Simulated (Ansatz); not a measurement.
AlN: from supercell energies to defect levels (N interstitial)

Theory: DFT PBE, scalar-relativistic, plane waves, PAW in Ansatz 0.2.0. (420 eV cutoff, 2×2×2 k-mesh, Gaussian smearing of 0.01 eV, collinear spin in charge 0, -2 alone)

Host crystal, relaxed:

```
CELL_PARAMETERS angstrom
3.13021 0.00000 0.00000
-1.56510 2.71084 0.00000
0.00000 0.00000 5.01804
ATOMIC_POSITIONS crystal
Al 0.66667 0.33333 0.49923
Al 0.33333 0.66667 0.99923
N 0.66667 0.33333 0.88077
N 0.33333 0.66667 0.38077
```

The N interstitial was set at (0.000, 0.000, 0.208) of the host cell, in a supercell of 48 sites (511 Å³), relaxed at fixed cell in each charge q. The host's Kohn–Sham gap is 4.03 eV and its static dielectric constant 8.8 (mean). For each charge: the supercell's free energy over the neutral one with q electrons exchanged at the valence band top, F(q) − F(0) + qE_v; the image-charge term; and the term that aligns the potential far from the defect with the host's.

```
 q F(q) − F(0) + qE_v (eV) image charge (eV) alignment (eV)
 0                    0.000              0.000           0.000
-1                    2.054              0.291          -0.194
-2                    3.570              1.164          -0.424
```

Q: Add the terms and find the levels between neighbouring charges, ε(q/q′) = [A(q′) − A(q)]/(q − q′), with and without the two corrections.

A: A(q): 0.000 eV for 0, 2.151 eV for -1, 4.310 eV for -2.
```tsv
level	corrected (eV over E_v)	uncorrected (eV)
(0/-1)	2.15	2.05
(-1/-2)	2.16	1.52
```

As a check, a point charge in a simple cubic cell of this volume has q²αe²/(2εL) = 0.290 q² eV (e² = 14.40 eV Å, α = 2.837, L = 7.99 Å); the shape of the real cell and the anisotropy of ε can change it somewhat. The term grows as q², so it pushes donor levels down and acceptor levels up.

Q: Which of these charges is lowest with the Fermi level at the valence band top, at mid-gap and at the conduction band bottom?

A: The line A(q) + qE_F that lies lowest gives the charge: 0 at E_F = 0.00 eV, 0 at E_F = 2.02 eV, -2 at E_F = 4.03 eV. Charges beyond those computed could lie lower near the band edges.

Q: The neutral defect forms at 7.56 eV with atoms taken from and returned to the elements. What are the formation energies at those three Fermi levels, and what share of sites would hold the defect at 1200 K with E_F at mid-gap, if the host still stood at that temperature?

A: E_f = E_f(0) + A(q) + qE_F = 7.56, 7.56, 3.80 eV. In the dilute limit the share is exp(−E_f/k_BT) = exp(−7.557/0.1034) = 1.8×10⁻³², leaving out degeneracy and vibrational entropy. This is the N-rich limit; a poorer supply of N, or a competing compound of it, raises E_f. The small cell and the narrow Kohn–Sham gap leave errors of tenths of an eV or more, which change the share by orders of magnitude.